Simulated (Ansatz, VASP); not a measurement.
## LiF (Griceite): VASP beside Ansatz

```xyz
2
Lattice="0.0000 2.0335 2.0335 2.0335 0.0000 2.0335 2.0335 2.0335 0.0000" Properties=species:S:1:pos:R:3 pbc="T T T"
Li    0.0000    0.0000    0.0000
F     2.0335    2.0335    2.0335
```

Alike in both runs: functional PBE; k mesh 10 × 10 × 10; occupations gaussian, width 0.02 eV; no spin polarisation.

Ansatz relaxed the structure, and its values are those at the end. VASP's run is a single point on that final structure, the one shown.

|  | VASP | Ansatz |
| --- | --- | --- |
| version | VASP 6.6.1 | Ansatz 0.2.0 |
| potentials or method | VASP PAW PBE potentials, release 64 (Li_sv, F) | scalar-relativistic, plane waves, PAW |
| plane-wave cutoff (eV) | 520 | 420 |
| valence electrons in the cell | 10 | 10 |

Ansatz gave:

```
gap on the k mesh at the Fermi level (eV) : 8.84
least direct gap on the mesh (eV)         : 8.84
```

**Question.** Which values does VASP return?

**Answer.** gap on the k mesh at the Fermi level (eV): 8.83; least direct gap on the mesh (eV): 8.83.

 PBE gaps usually lie below the measured ones, often by a third to a half. A k mesh can miss the band edges.
